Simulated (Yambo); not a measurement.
**NaH in Yambo: convergence with bands in self energy**

NaH:

```
CELL_PARAMETERS angstrom
0.00000 2.44000 2.44000
2.44000 0.00000 2.44000
2.44000 2.44000 0.00000
ATOMIC_POSITIONS crystal
Na 0.00000 0.00000 0.00000
H 0.50000 0.50000 0.50000
```

| Quantity | Value |
| --- | --- |
| Program | Yambo 5.3.0 |
| Task | G0W0 quasiparticle levels |
| Functional | PBEsol |
| Potentials or basis | PseudoDojo 0.4.1 SR PBEsol standard |
| Cutoff | 1197 eV |
| Density cutoff | 4789 eV |
| k mesh | 6 × 6 × 6 |
| Occupations | fixed |
| Spin | no spin polarisation |
| k mesh of the self-consistent run | 10 × 10 × 10 |
| Random integration of the Coulomb term | yes |
| Direction of the field or of q to 0 | x + y + z |
| Broadening | 0.1 eV |
| States corrected | Γ and the k points of the band edges |
| Frequency dependence of W | plasmon pole |
| Terminator of the band sum in the self-energy | none |
| Quasiparticle equation | linearised (Newton) |
| Imaginary frequency of the plasmon-pole fit | 27.2114 eV |
| Bands in the response | 155 |
| Bands in the self-energy | 25 |
| Cutoff of the response matrix | 5 Ry |
| Cutoff of exchange and Vxc | 88 Ry |
| Bands corrected (first, last) | [4, 6] |

These are the settings of the first run; the series varies bands in self energy, with any setting tied to it.

| bands in self energy | quasiparticle gap at the points computed (eV) |
| --- | --- |
| 25 | 6.078 |
| 45 | 6.111 |
| 85 | 6.122 |
| 155 | 6.123 |

Against the tightest run, the quasiparticle gap at the points computed stays within 0.05 eV from 25 on. The tightest run that finished is the yardstick and may itself not be fully converged.

Caveat, for the tightest run too: this version prints the column dSc/dw multiplied by 27.2; the quasiparticle gap listed is the Kohn-Sham gap on the denser mesh of the self-consistent run plus the correction found on the GW mesh, so it differs from the gap in the log.
